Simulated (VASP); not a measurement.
# InSb2As3 (P1) in VASP: relaxation of cell and atoms with PBE

Aim: the relaxation of cell and atoms of InSb2As3 with PBE.

Program: VASP 6.6.1. These are calculated values, not measurements. Logs are shortened: lines on timing, memory, paths and dates and some standing lists are left out, and cuts for length are marked.

### 1 The crystal as given

The typed cell holds 12 atoms: a = 8.108 Å, b = 4.166 Å, c = 9.909 Å, α = 89.46°, β = 91.78°, γ = 118.77°.

The cell was built by a generator and needn't be a form met in nature.

### 2 Relaxation of cell and atoms, PBE

Input file INCAR:

```
SYSTEM = InSb2As3
ALGO = Fast
EDIFF = 1E-5
EDIFFG = -0.03
ENCUT = 520
GGA = PE
IBRION = 2
ISIF = 3
ISMEAR = 0
ISYM = 0
KPAR = 8
LASPH = .True.
LCHARG = .False.
LREAL = Auto
LWAVE = .False.
NELM = 80
NSW = 110
PREC = Normal
SIGMA = 0.15
```

Input file KPOINTS:

```
k-points
0
Gamma
  6 6 3
  0 0 0
```

Input file POSCAR:

```
InSb2As3
1.0
    8.1065944500      0.0243253400     -0.1267873600
   -2.0161154300      3.6461168100      0.0201337400
   -0.1527425500     -0.0321705000      9.9079079700
In Sb As
2 4 6
Direct
    0.0164525400      0.0116771600      0.5023535100
    0.4985284800      0.9966359400      0.5029418500
    0.3425120800      0.3357049600      0.8390772200
    0.8324936200      0.3288401900      0.8236911100
    0.1589571500      0.6581281800      0.1659612700
    0.6630792800      0.6357217800      0.1618499400
    0.9938015000      0.9834001900      0.0032864500
    0.5100668000      0.0157752000      0.0064057900
    0.1674848900      0.6707260600      0.6737933700
    0.6685443900      0.6592590600      0.6608937000
    0.3344289900      0.3329008000      0.3338327400
    0.8276749300      0.3198010800      0.3415727700
```

Potentials or basis: VASP PAW PBE potentials, release 64 (In_d, Sb, As).

On the command line:

```
$ cat potpaw_PBE.64/In_d/POTCAR potpaw_PBE.64/Sb/POTCAR potpaw_PBE.64/As/POTCAR > POTCAR
$ mpirun -np 8 vasp_std > vasp.out
```

OUTCAR:

```text
SYSTEM = InSb2As3
   EDIFF = 1E-5
   EDIFFG = -0.03
   ENCUT = 520
   GGA = PE
   IBRION = 2
   ISIF = 3
   ISMEAR = 0
   ISYM = 0
   LASPH = .True.
   LREAL = Auto
   NELM = 80
   NSW = 110
   PREC = Normal

 ion  position               nearest neighbor table
   1  0.016  0.012  0.502-   9 2.81  11 2.85  12 2.87   9 2.94  10 2.97  12 2.98   2 3.94
   2  0.499  0.997  0.503-  10 2.83  11 2.86  10 2.87  12 2.87  11 2.94   9 2.94   1 3.94
   3  0.343  0.336  0.839-   8 2.82   9 2.89   9 2.92  10 2.96   8 2.98   7 3.01
   4  0.832  0.329  0.824-  10 2.80   9 2.85  10 2.92   7 2.93   8 2.96   7 2.97
   5  0.159  0.658  0.166-   7 2.79  11 2.88   7 2.94  11 2.96  12 2.97   8 3.00
   6  0.663  0.636  0.162-   8 2.73   8 2.85  12 2.86   7 2.87  11 2.93  12 3.06
   7  0.994  0.983  0.003-   5 2.79   6 2.87   4 2.93   5 2.94   4 2.97   3 3.01
   8  0.510  0.016  0.006-   6 2.73   3 2.82   6 2.85   4 2.96   3 2.98   5 3.00
   9  0.167  0.671  0.674-   1 2.81   4 2.85   3 2.89   3 2.92   2 2.94   1 2.94
  10  0.669  0.659  0.661-   4 2.80   2 2.83   2 2.87   4 2.92   3 2.96   1 2.97
  11  0.334  0.333  0.334-   1 2.85   2 2.86   5 2.88   6 2.93   2 2.94   5 2.96
  12  0.828  0.320  0.342-   6 2.86   1 2.87   2 2.87   5 2.97   1 2.98   6 3.06

IMPORTANT INFORMATION: All symmetrisations will be switched off!
NOSYMM: (Re-)initialisation of all symmetry stuff for point group C_1.

----------------------------------------------------------------------------------------

                                     Primitive cell

  volume of cell :     293.2661

  direct lattice vectors                    reciprocal lattice vectors
     8.106594450  0.024325340 -0.126787360     0.123185165  0.068103365  0.002120179
    -2.016115430  3.646116810  0.020133740    -0.000807916  0.273812813  0.000876602
    -0.152742550 -0.032170500  9.907907970     0.001577991  0.000315079  0.100954830

  length of vectors
     8.107622360  4.166448678  9.909137479     0.140773394  0.273815408  0.100967653

  position of ions in fractional coordinates (direct lattice)
     0.016452540  0.011677160  0.502353510
     0.498528480  0.996635940  0.502941850
     0.342512080  0.335704960  0.839077220
     0.832493620  0.328840190  0.823691110
     0.158957150  0.658128180  0.165961270
     0.663079280  0.635721780  0.161849940
     0.993801500  0.983400190  0.003286450
     0.510066800  0.015775200  0.006405790
     0.167484890  0.670726060  0.673793370
     0.668544390  0.659259060  0.660893700
     0.334428990  0.332900800  0.333832740
     0.827674930  0.319801080  0.341572770

  ion indices of the primitive-cell ions
   primitive index   ion index
                 1           1
                 2           2
                 3           3
                 4           4
                 5           5
                 6           6
                 7           7
                 8           8
                 9           9
                10          10
                11          11
                12          12

----------------------------------------------------------------------------------------

 KPOINTS: k-points

Automatic generation of k-mesh.
 Grid dimensions read from file:
 generate k-points for:    6    6    3

 Generating k-lattice:

  Cartesian coordinates                     Fractional coordinates (reciprocal lattice)
     0.020530861  0.011350561  0.000353363     0.166666667  0.000000000  0.000000000
    -0.000134653  0.045635469  0.000146100     0.000000000  0.166666667  0.000000000
     0.000525997  0.000105026  0.033651610     0.000000000  0.000000000  0.333333333

  Length of vectors
     0.023462232  0.045635901  0.033655884

  Shift w.r.t. Gamma in fractional coordinates (k-lattice)
     0.000000000  0.000000000  0.000000000

 Subroutine IBZKPT returns following result:
 ===========================================

 Found     56 irreducible k-points:

 Following reciprocal coordinates:
            Coordinates               Weight
  0.000000  0.000000  0.000000      1.000000
  0.166667 -0.000000 -0.000000      2.000000
  0.333333 -0.000000 -0.000000      2.000000
  0.500000 -0.000000  0.000000      1.000000
 -0.000000  0.166667  0.000000      2.000000
  0.166667  0.166667 -0.000000      2.000000
[... 16 lines left out ...]
  0.333333 -0.000000  0.333333      2.000000
  0.500000  0.000000  0.333333      2.000000
 [... further k-points ...]
   k-points           NKPTS =     56   k-points in BZ     NKDIM =     56   number of bands    NBANDS=     45
   number of dos      NEDOS =    301   number of ions     NIONS =     12
   total plane-waves  NPLWV =  64512
   dimension x,y,z NGX =    48 NGY =   24 NGZ =   56
   dimension x,y,z NGXF=    96 NGYF=   48 NGZF=  112
   ions per type =               2   4   6
   NGX,Y,Z   is equivalent  to a cutoff of   9.84,  9.58,  9.40 a.u.
   NGXF,Y,Z  is equivalent  to a cutoff of  19.68, 19.15, 18.79 a.u.
 SYSTEM =  InSb2As3
   PREC   = normal    normal or accurate (medium, high low for compatibility)
   ISTART =      0    job   : 0-new  1-cont  2-samecut
   ICHARG =      2    charge: 1-file 2-atom 10-const
   ISPIN  =      1    spin polarized calculation?
   LNONCOLLINEAR =      F non collinear calculations
   LSORBIT =      F    spin-orbit coupling
   LASPH  =      T    aspherical Exc in radial PAW
   ENCUT  =  520.0 eV  38.22 Ry    6.18 a.u.  15.07  7.75 18.42*2*pi/ulx,y,z
   NELM   =     80;   NELMIN=  2; NELMDL= -5     # of ELM steps
   EDIFF  = 0.1E-04   stopping-criterion for ELM
   LREAL  =      T    real-space projection
   EDIFFG = -.3E-01   stopping-criterion for IOM
   NSW    =    110    number of steps for IOM
   IBRION =      2    ionic relax: 0-MD 1-quasi-New 2-CG
   NFREE  =      1    steps in history (QN), initial steepest desc. (CG)
   ISIF   =      3    stress and relaxation
   ISYM   =      0    0-nonsym 1-usesym 2-fastsym
   POTIM  = 0.5000    time-step for ionic-motion
   TEBEG  =    0.0;   TEEND  =   0.0 temperature during run
   PSTRESS=    0.0 pullay stress
   NELECT =      76.0000    total number of electrons
   NUPDOWN=      -1.0000    fix difference up-down
   EMIN   =  10.00;   EMAX   =-10.00  energy-range for DOS
   EFERMI =   0.00;   METHOD = LEGACY
   ISMEAR =     0;   SIGMA  =   0.15  broadening in eV -4-tet -1-fermi 0-gaus
   EFERMI_NEDOS =   21; number of points for ismear=-14 and -15
   IALGO  =     68    algorithm
   IMIX   =      4    mixing-type and parameters
     AMIX     =   0.40;   BMIX     =  1.00
     AMIX_MAG =   1.60;   BMIX_MAG =  1.00
  volume/ion in A,a.u.               =      24.44       164.92
  Fermi-wavevector in a.u.,A,eV,Ry     =   1.043739  1.972381 14.822076  1.089392
  Thomas-Fermi vector in A             =   2.178462
   LORBIT       =      0    0 simple, 1 ext, 2 COOP (PROOUT), +10 PAW based schemes
   GGA     = PE    functional components
   LHFCALC =     F    Hartree Fock is set to
   AEXX    =    0.0000 exact exchange contribution
   IVDW    =     0    specifies the selected vdW correction
   LEPSILON=     F    determine dielectric tensor
   LRPA    =     F    only Hartree local field effects (RPA)
 conjugate gradient relaxation of ions
 non-spin polarized calculation
 RMM-DIIS sequential band-by-band and
 Gauss-broadening in eV      SIGMA  =   0.15
  energy-cutoff  :      520.00
  volume of cell :      293.27
 maximum number of plane-waves:      7917
   NGX = 31   NGY = 15   NGZ = 37

--------------------------------------- Ionic step        1  -------------------------------------------

 number of electron      75.9999977 magnetization

 Free energy of the ion-electron system (eV)
  ---------------------------------------------------
  ext. energy  EPLUGINS =         0.00000000
  ---------------------------------------------------
  free energy    TOTEN  =       -49.38145130 eV

  energy without entropy =      -49.32475544  energy(sigma->0) =      -49.35310337

------------------------ aborting loop because EDIFF is reached ----------------------------------------

  FORCE on cell =-STRESS in cart. coord.  units (eV):
  Direction    XX          YY          ZZ          XY          YZ          ZX
  --------------------------------------------------------------------------------------
  -------------------------------------------------------------------------------------
  Total        3.3577415     -1.0625953      2.6163709     -1.4876416     -0.8286703      2.6666084
  in kB       18.3440794     -5.8051916     14.2938087     -8.1273130     -4.5272077     14.5682674
  external PRESSURE =       8.9442322 kB  Pullay stress =       0.0000000 kB
[... 119 lines left out ...]
  FREE ENERGIE OF THE ION-ELECTRON SYSTEM (eV)
  ---------------------------------------------------
  free  energy   TOTEN  =       -49.5345400635 eV

  energy  without entropy=      -49.4701251450  energy(sigma->0) =      -49.50233260

 E-fermi :   6.4898     XC(G=0): -10.0030

 val. band max:        6.4818422615   @ k =   0.1667  -0.0000  -0.0000
 cond. band min:       6.4912520246   @ k =   0.1667   0.5000  -0.0000
 fundamental gap:      0.0094097631
 Fermi energy:         6.4897514681

 k-point     1 :       0.0000    0.0000    0.0000
  band No.  band energies     occupation
      1      -8.1403      2.00000
      2      -8.0147      2.00000
      3      -8.0108      2.00000
      4      -7.9922      2.00000
      5      -7.9777      2.00000
      6      -7.9727      2.00000
[... 1141 lines left out ...]
     44       8.7548      0.00000
     45       9.0788      0.00000

 [... further k-points ...]

[... ionic steps 4 to 20 ...]

--------------------------------------- Ionic step       21  -------------------------------------------

 number of electron      75.9999985 magnetization

------------------------ aborting loop because EDIFF is reached ----------------------------------------

  FORCE on cell =-STRESS in cart. coord.  units (eV):
  Direction    XX          YY          ZZ          XY          YZ          ZX
  --------------------------------------------------------------------------------------
  -------------------------------------------------------------------------------------
  Total       -0.0001647     -0.1070549     -0.0197450      0.0070016     -0.0522250      0.0255291
  in kB       -0.0008907     -0.5789950     -0.1067885      0.0378676     -0.2824533      0.1380712
  external PRESSURE =      -0.2288914 kB  Pullay stress =       0.0000000 kB
[... 77 lines left out ...]
  energy  without entropy=      -49.5533130034  energy(sigma->0) =      -49.58579224

--------------------------------------- Ionic step       23  -------------------------------------------

 number of electron      75.9999983 magnetization

 Free energy of the ion-electron system (eV)
  ---------------------------------------------------
  ext. energy  EPLUGINS =         0.00000000
  ---------------------------------------------------
  free energy    TOTEN  =       -49.61878813 eV

  energy without entropy =      -49.55382426  energy(sigma->0) =      -49.58630620

 E-fermi :   6.3851     XC(G=0):  -9.9645

 val. band max:        6.3752062097   @ k =   0.3333   0.3333   0.0000
 cond. band min:       6.3906029792   @ k =   0.1667  -0.0000  -0.0000
 fundamental gap:      0.0153967695
 Fermi energy:         6.3850779512

 k-point     1 :       0.0000    0.0000    0.0000
  band No.  band energies     occupation
      1      -8.2199      2.00000
      2      -8.1042      2.00000
      3      -8.1008      2.00000
      4      -8.0876      2.00000
      5      -8.0703      2.00000
      6      -8.0639      2.00000
[... 1141 lines left out ...]
     44       8.6484      0.00000
     45       8.9210      0.00000

 [... further k-points ...]
[... 5 lines left out ...]
  --------------------------------------------------------------------------------------
  -------------------------------------------------------------------------------------
  Total        0.0672508     -0.0200887      0.0661912     -0.0006330     -0.0730095     -0.0193916
  in kB        0.3638425     -0.1086844      0.3581099     -0.0034249     -0.3949984     -0.1049133
  external PRESSURE =       0.2044227 kB  Pullay stress =       0.0000000 kB
[... 27 lines left out ...]
  FREE ENERGIE OF THE ION-ELECTRON SYSTEM (eV)
  ---------------------------------------------------
  free  energy   TOTEN  =       -49.6187881349 eV

  energy  without entropy=      -49.5538242609  energy(sigma->0) =      -49.58630620

 reached required accuracy - stopping structural energy minimisation
```

Wall time 6.8 min (8 MPI ranks of Intel Xeon 6975P-C (Granite Rapids), shared host); peak memory 0.61 GiB.

Results:

```
Free energy                            : -49.6188 eV
Relaxed volume                         : 24.68 Å³/atom
Relaxed cell                           : a = 8.220 Å, b = 4.126 Å, c = 10.102 Å, α = 89.94°, β = 90.44°, γ = 120.18°
Space group after relaxing (to 0.05 Å) : P2_1/m (No. 11)
Energy gained by relaxing              : 19.8 meV/atom
Ionic steps                            : 23
Pressure after relaxing                : 0.0 GPa
Largest force after relaxing           : 0.029 eV/Å
Band gap on the k mesh                 : none (metal or under the smearing width)
```

Forces on the atoms (eV/Å):
```
In  -0.007  0.005  0.012
In   0.008  0.003  0.018
Sb  -0.007  0.004 -0.011
Sb   0.010 -0.006  0.008
Sb   0.013  0.002 -0.010
Sb  -0.015 -0.008 -0.024
As  -0.004  0.000  0.015
As   0.004 -0.005  0.006
As   0.004 -0.001 -0.019
As  -0.003  0.003 -0.004
As   0.004  0.003  0.017
As  -0.007 -0.002 -0.008
```

The path:
```csv
step,energy change (eV),largest force (eV/Å),pressure (GPa),volume (Å³)
1,0.0000,0.8277,0.89,293.27
2,-0.1451,0.5004,-0.54,299.02
3,-0.1531,0.4007,-0.95,300.90
4,-0.2023,0.1760,-0.10,296.04
5,-0.2034,0.1884,0.56,293.56
6,-0.2049,0.1686,0.40,294.37
7,-0.2226,0.1261,0.13,295.63
8,-0.2237,0.1145,0.07,296.04
9,-0.2276,0.0861,-0.14,296.78
10,-0.2287,0.0620,-0.24,297.23
11,-0.2315,0.0525,0.06,296.12
12,-0.2318,0.0532,0.07,295.83
13,-0.2320,0.0536,0.21,295.24
14,-0.2336,0.0541,0.25,295.32
15,-0.2340,0.0661,0.19,295.35
16,-0.2341,0.0815,0.21,295.42
17,-0.2353,0.0656,-0.17,296.74
18,-0.2352,0.0913,-0.08,296.50
19,-0.2352,0.0669,-0.08,296.57
20,-0.2362,0.0485,-0.07,296.47
21,-0.2368,0.0377,-0.02,296.24
22,-0.2368,0.0389,-0.01,296.27
23,-0.2373,0.0293,0.02,296.14
```

Final structure:
```cif
data_structure
_symmetry_space_group_name_H-M 'P 1'
_symmetry_Int_Tables_number 1
_cell_length_a 8.2200
_cell_length_b 4.1259
_cell_length_c 10.1015
_cell_angle_alpha 89.936
_cell_angle_beta 90.441
_cell_angle_gamma 120.183
_cell_volume 296.14
loop_
_atom_site_label
_atom_site_type_symbol
_atom_site_fract_x
_atom_site_fract_y
_atom_site_fract_z
_atom_site_occupancy
In1 In 0.00416 0.99654 0.50173 1
In2 In 0.49976 0.99457 0.49921 1
Sb1 Sb 0.33785 0.32961 0.83395 1
Sb2 Sb 0.83463 0.32941 0.83185 1
Sb3 Sb 0.16629 0.66101 0.16840 1
Sb4 Sb 0.67022 0.66241 0.17051 1
As1 As 0.99921 0.99482 0.00074 1
As2 As 0.50093 0.99611 0.00264 1
As3 As 0.16673 0.66276 0.66995 1
As4 As 0.66547 0.66191 0.66803 1
As5 As 0.33351 0.32933 0.33278 1
As6 As 0.83528 0.33010 0.33587 1
```
